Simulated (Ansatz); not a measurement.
# Ti: a line through a two-coordinate scan

How does the energy of Ti (P6/mmm, No. 191; 6 atoms in the cell) vary with amplitude of mode 5 (135 cm⁻¹), at amplitude of mode 4 (113 cm⁻¹) = −0.057 Å?

Program: Ansatz 0.2.0. Level of theory: DFT PBE, scalar-relativistic, plane waves, PAW. These are calculated values, not measurements.

6 further runs of the same task are left out: 6 set aside as unsound or not needed.

### 1 The structure to begin with

It takes space group P6/mmm (No. 191, hexagonal). Conventional cell: a = 4.579 Å, b = 4.579 Å, c = 2.832 Å, α = 90.00°, β = 90.00°, γ = 120.00°. Around Ti (site symmetry 6/mmm) lie 14 Ti at 2.83 to 3.00 Å. Ti (site symmetry -6m2) has 11 Ti at 2.64 to 3.00 Å as nearest neighbours.

As a file:

```
CELL_PARAMETERS angstrom
4.57910 0.00000 0.00000
-2.28955 3.96562 0.00000
0.00000 0.00000 2.83176
ATOMIC_POSITIONS crystal
Ti 0.00000 0.00000 0.00000
Ti 0.33333 0.66667 0.50000
Ti 0.66667 0.33333 0.50000
```

It goes back to an entry of the Materials Project, which need not be the stable form.

It is the result of an earlier relaxation at this level (volume 17.14 Å³/atom; gap on the mesh: none (metal)).

### 2 Plan of the line

The energy is mapped over two normal modes frozen in (zone-centre modes of the cell shown, which folds in the wave vector (0, 1/2, 1/2) of the primitive cell).

- amplitude of mode 4 (113 cm⁻¹), largest displacement: 11 values from −0.142 to 0.142 Å
- amplitude of mode 5 (135 cm⁻¹), largest displacement: 11 values from −0.118 to 0.118 Å

Nothing else is relaxed (the cell and all other modes fixed). Energies count from the relaxed high-symmetry cell. Points are written as (first, second).

The modes come from a phonon run on the reference cell, made beforehand.

Displacement patterns for an amplitude of 1 (Å):

```
atom      x1     y1     z1     x2     y2      z2
 Ti1   0.000  0.000  0.000  0.000  0.000   0.000
 Ti2   0.000  0.000  0.000  0.000  0.000   0.000
 Ti3   1.000  0.000  0.000  0.000  0.000   1.000
 Ti4  -1.000  0.000  0.000  0.000  0.000   1.000
 Ti5   1.000  0.000  0.000  0.000  0.000  -1.000
 Ti6  -1.000  0.000  0.000  0.000  0.000  -1.000
```

### 3 Point (−0.057 Å, −0.118 Å)

File input.yaml:

```yaml
crystal:
  lattice:
    - [-4.5790987815, 0.0, 0.0]
    - [-2.2895493907, 3.9656158712, 2.8317615652]
    - [-2.2895493907, 3.9656158712, -2.8317615652]
  atoms:
    - { symbol: Ti, position: [0.0, 0.0, 0.0] }
    - { symbol: Ti, position: [0.0, 0.5, 0.5] }
    - { symbol: Ti, position: [0.6790708542, 0.5624982458, 0.1041684208] }
    - { symbol: Ti, position: [0.6542624792, 0.0624982458, 0.6041684208] }
    - { symbol: Ti, position: [0.3457375208, 0.4375017542, 0.8958315792] }
    - { symbol: Ti, position: [0.3209291458, 0.9375017542, 0.3958315792] }
basis:
  ecutwfc: 520.0
kpoints:
  mp_grid: { grid: [10, 10, 10] }
hamiltonian:
  xc: pbe
  pseudopotentials: { kind: paw, azcp: { folder: soft_1 } }
scf:
  occupations: { method: gaussian, width: 0.15 }
output:
  forces: true
  stress: true
  eigenvalues: true
```

On the command line:

```
$ ansatz run input.yaml --threads 4 --pin off --max-ram 8192MiB --backend cpu --events-out ev --progress --plain --runs-dir out
```

The session goes on with these runs: the other points of the line.

Q: Predict the outcome of this session. Wanted: for each run, amplitude of mode 5; energy; slope; pressure; largest force on an atom.

**Answer**, as computed:

```
amplitude of mode 5 (135 cm⁻¹), largest displacement (Å)  step  energy (meV)  slope (meV per Å)  pressure (GPa)  largest force on an atom (eV/Å)
                                                  −0.118     3           100              −1497           0.139                             0.38
                                                  −0.094     4            68              −1178           0.091                             0.31
                                                  −0.071     5            44               −868           0.055                             0.24
                                                  −0.047     6            27               −569           0.031                             0.18
                                                  −0.024     –            17               −281           0.016                             0.14
                                                   0.000     7            14                  0           0.012                             0.12
                                                   0.024     –            17                281           0.016                             0.14
                                                   0.047     –            27                569           0.031                             0.18
                                                   0.071     –            44                868           0.055                             0.24
                                                   0.094     –            68               1178           0.091                             0.31
                                                   0.118     –           100               1497           0.139                             0.38
```

Energies count from the relaxed high-symmetry cell. Rows without a step come from runs not printed here or follow by symmetry. Slopes come from the forces (and the stress, where the cell changes), not from differences of energies.

**Reading.** Along the line the energy is lowest at 0.000 Å, 14 meV from the zero. Energies and slopes round the minimum, fitted together, put the minimum at 0.0000 Å, with a curvature of about 12000 meV per Å². The highest point computed, at −0.118 Å, lies 86 meV above the lowest. This is one cut through a surface in two coordinates; the map's lowest point lies off it. A rigid map gives upper bounds: relaxing the other coordinates can only lower a point.
